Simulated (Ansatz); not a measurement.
# Fe: a line through a two-coordinate scan

One line of a two-coordinate grid on Fe (Im-3m, No. 229; 1 atom in the cell): volume per atom is varied, at c/a of the conventional cell = 1.348.

The COD cell was measured well above room temperature, so it is larger than a cold one.

Computed with Ansatz 0.2.0 (DFT PBE, scalar-relativistic, plane waves, PAW, unless a step's input says otherwise).

23 further runs of the same task are left out: 23 set aside as unsound or not needed.

## Step 1: The structure to begin with

It takes space group Im-3m (No. 229, cubic). The conventional cell has a = 2.832 Å, b = 2.832 Å, c = 2.832 Å, α = 90.00°, β = 90.00°, γ = 90.00°. Fe (site symmetry m-3m) has 8 Fe at 2.45 Å as nearest neighbours.

Structure file:

```
CELL_PARAMETERS angstrom
-1.41578 1.41578 1.41578
1.41578 -1.41578 1.41578
1.41578 1.41578 -1.41578
ATOMIC_POSITIONS crystal
Fe 0.00000 0.00000 0.00000
```

It is the result of an earlier relaxation at this level (volume 11.35 Å³/atom; gap on the mesh: none (metal), site moments up to 2.2 μB).

## Step 2: What is varied

The energy is mapped over volume and the cell's shape.

- volume per atom: 7 values from 10.443 to 12.259 Å³
- c/a of the conventional cell: 9 values from 0.861 to 1.566

Nothing else is relaxed (symmetry fixes all fractional coordinates). Energies count from the relaxed crystal. Points are written as (first, second).

## Step 3: The run at (10.443 Å³, 1.348)

input.yaml reads:

```yaml
crystal:
  lattice:
    - [-1.2463753396, 1.2463753396, 1.680612508]
    - [1.2463753396, -1.2463753396, 1.680612508]
    - [1.2463753396, 1.2463753396, -1.680612508]
  atoms:
    - { symbol: Fe, position: [0.0, 0.0, 0.0], spin: 2.44 }
basis:
  ecutwfc: 520.0
kpoints:
  mp_grid: { grid: [12, 12, 12] }
hamiltonian:
  xc: pbe
scf:
  occupations: { method: gaussian, width: 0.15 }
output:
  forces: true
  stress: true
  eigenvalues: true
  populations: true
magnetization:
  spin_polarized: true
```

Command:

```bash
> ansatz run input.yaml --threads 1 --pin off --max-ram 2048MiB --backend cpu --events-out ev --progress --plain --runs-dir out
```

The session goes on with these runs: the other points of the line.

Q: Predict the outcome of this session. Wanted: for each run, volume per atom; energy; slope; pressure; magnetic moment; absolute magnetic moment.

**Answer**, as computed:

| volume per atom (Å³) | step | energy (meV/atom) | slope (meV/atom per Å³) | pressure (GPa) | magnetic moment (μB per cell) | absolute magnetic moment (μB per cell) |
| --- | --- | --- | --- | --- | --- | --- |
| 10.443 | 3 | 151 | −19 | 3.1 | 1.01 | 1.04 |
| 10.746 | 4 | 150 | 13 | −2.0 | 1.19 | 1.23 |
| 11.049 | 5 | 158 | 41 | −6.5 | 1.34 | 1.40 |
| 11.351 | 6 | 162 | −29 | 4.7 | 2.25 | 2.34 |
| 11.654 | 7 | 155 | −16 | 2.5 | 2.42 | 2.52 |
| 11.957 | 8 | 153 | 4 | −0.6 | 2.51 | 2.62 |
| 12.259 | – | 157 | 24 | −3.8 | 2.58 | 2.69 |

Energies count from the relaxed crystal. Rows without a step come from runs not printed here or follow by symmetry. Slopes come from the forces (and the stress, where the cell changes), not from differences of energies.

In words: Along the line the energy is lowest at 10.746 Å³, 150 meV/atom from the zero. The line crosses 2 dips; the next, at 11.957 Å³, lies 2.5 meV/atom higher. The highest point computed, at 11.351 Å³, lies 11 meV/atom above the lowest. This is one cut through a surface in two coordinates; the map's lowest point lies off it. The cutoff or the k-mesh is coarse on purpose, so the map is rough. The settings are coarse, so take the values as rough.
